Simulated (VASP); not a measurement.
Input of a VASP 6.6.1 run:

The input POSCAR:

```
SnO2                                    
1.0
    4.7714001542      0.0000000000      0.0000000000
   -0.0000000000      4.7714001542      0.0000000000
    0.0000000000      0.0000000000      3.2165924293
  Sn              O             
     2     4
Direct
     0.0000000000000000    0.0000000000000000    0.0000000000000000
     0.5000000000000000    0.5000000000000000    0.5000000000000000
     0.3062614077595441    0.3062614077595441    0.0000000000000000
     0.1937385922404559    0.8062614077595440    0.5000000000000000
     0.6937385922404560    0.6937385922404560    0.0000000000000000
     0.8062614077595440    0.1937385922404559    0.5000000000000000
```

File INCAR.step1:

```
ALGO = Normal ; EDIFF = 1E-5
ENCUT = 520 ; GGA = PE
ISIF = 2 ; ISMEAR = 0
KPAR = 2 ; LASPH = True
LCHARG = False ; LREAL = False
LWAVE = True ; NBANDS = 35
NELM = 80 ; PREC = Accurate
SIGMA = 0.03
```

INCAR.step2

```
ALGO = Normal ; EDIFF = 1E-6
ENCUT = 520 ; ISIF = 2
ISMEAR = 0 ; ISTART = 1
KPAR = 2 ; LASPH = True
LCHARG = False ; LREAL = False
LWAVE = False ; METAGGA = MBJ
NBANDS = 35 ; NELM = 80
PREC = Accurate ; SIGMA = 0.03
```

KPOINTS

```
k-points
0
Gamma
  6 6 8
```

The input KPOINTS_OPT:

```
explicit points
168
Reciprocal
 0.0000000000  0.0000000000  0.0000000000 1
 0.0000000000  0.0555555556  0.0000000000 1
 0.0000000000  0.1111111111  0.0000000000 1
 0.0000000000  0.1666666667  0.0000000000 1
 0.0000000000  0.2222222222  0.0000000000 1
 0.0000000000  0.2777777778  0.0000000000 1
[... 160 lines left out ...]
 0.0000000000  0.0000000000  0.5177501500 1
 0.0000000000  0.0000000000  0.4822498500 1
```

Potentials or basis: VASP PAW PBE potentials, release 64 (Sn_d, O).

The run is started by

```bash
$ cat potpaw_PBE.64/Sn_d/POTCAR potpaw_PBE.64/O/POTCAR > POTCAR
$ cp INCAR.step1 INCAR
$ mpirun -np 2 vasp_std > vasp.out
$ cp INCAR.step2 INCAR
$ mpirun -np 2 vasp_std > vasp.out
```

Problem. What does it give for the band gap along the path?

Solution. 2.86 eV, direct.

Problem. What does it give for the band gap on the k mesh?

Solution. 2.86 eV, direct.

Levels at the corners of the path, in eV from the valence-band top:
| point | band 23 | band 24 | band 25 | band 26 | band 27 | band 28 | band 29 | band 30 |
| --- | --- | --- | --- | --- | --- | --- | --- | --- |
| Γ | -0.98 | -0.75 | -0.75 | 0.00 | 2.86 | 7.94 | 8.48 | 8.48 |
| X | -0.96 | -0.96 | -0.55 | -0.55 | 5.87 | 5.87 | 9.27 | 9.27 |
| X | -0.96 | -0.96 | -0.55 | -0.55 | 5.87 | 5.87 | 9.27 | 9.27 |
| M | -1.04 | -1.04 | -0.79 | -0.79 | 6.34 | 6.34 | 9.51 | 9.51 |
| M | -1.04 | -1.04 | -0.79 | -0.79 | 6.34 | 6.34 | 9.51 | 9.51 |
| Γ | -0.98 | -0.75 | -0.75 | 0.00 | 2.86 | 7.94 | 8.48 | 8.48 |
| Γ | -0.98 | -0.75 | -0.75 | 0.00 | 2.86 | 7.94 | 8.48 | 8.48 |
| Z | -1.36 | -1.36 | -1.09 | -1.09 | 7.64 | 7.64 | 11.74 | 11.74 |
| Z | -1.36 | -1.36 | -1.09 | -1.09 | 7.64 | 7.64 | 11.74 | 11.74 |
| R | -0.97 | -0.97 | -0.51 | -0.51 | 7.97 | 7.97 | 10.00 | 10.00 |
| R | -0.97 | -0.97 | -0.51 | -0.51 | 7.97 | 7.97 | 10.00 | 10.00 |
| A | -0.83 | -0.83 | -0.77 | -0.77 | 6.48 | 6.48 | 11.09 | 11.09 |
| A | -0.83 | -0.83 | -0.77 | -0.77 | 6.48 | 6.48 | 11.09 | 11.09 |
| Z | -1.36 | -1.36 | -1.09 | -1.09 | 7.64 | 7.64 | 11.74 | 11.74 |
| X | -0.96 | -0.96 | -0.55 | -0.55 | 5.87 | 5.87 | 9.27 | 9.27 |
| R | -0.97 | -0.97 | -0.51 | -0.51 | 7.97 | 7.97 | 10.00 | 10.00 |
| M | -1.04 | -1.04 | -0.79 | -0.79 | 6.34 | 6.34 | 9.51 | 9.51 |
| A | -0.83 | -0.83 | -0.77 | -0.77 | 6.48 | 6.48 | 11.09 | 11.09 |

Caveat: spin-orbit coupling is left out, which moves the levels of the heavy elements.
